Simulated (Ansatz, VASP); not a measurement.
Two plane-wave programs on Au

```
Au
1.0
     4.70767    0.00000    0.00000
    -2.35383    4.07696    0.00000
     0.00000    0.00000    2.81381
Au
3
Direct
  0.00000 0.00000 0.00000
  0.33333 0.66667 0.50000
  0.66667 0.33333 0.50000
```

Alike in both runs: task single point; functional revPBE; k mesh 9 × 9 × 12; occupations fermi-dirac, width 0.1 eV; no spin polarisation.

|  | VASP | Ansatz |
| --- | --- | --- |
| version | VASP 6.6.1 | Ansatz 0.2.0 |
| potentials or method | VASP PAW PBE potentials, release 64 (Au) | plane waves (420 eV) with PAW, scalar-relativistic |
| plane-wave cutoff (eV) | 520 | 420 |
| valence electrons in the cell | 33 | 57 |

|  | VASP | Ansatz | Ansatz less VASP |
| --- | --- | --- | --- |
| pressure (GPa) | 5.1 | 5.4 | +0.25 |
| largest component of the traceless stress (GPa) | 1.39 | 1.41 | +0.016 |

The two sets of potentials don't hold the same shells in valence.

Caveats: the PAW data sets were made with another functional, which shifts forces and pressure a little (VASP). Spin-orbit coupling is left out, which matters for the levels of Au.
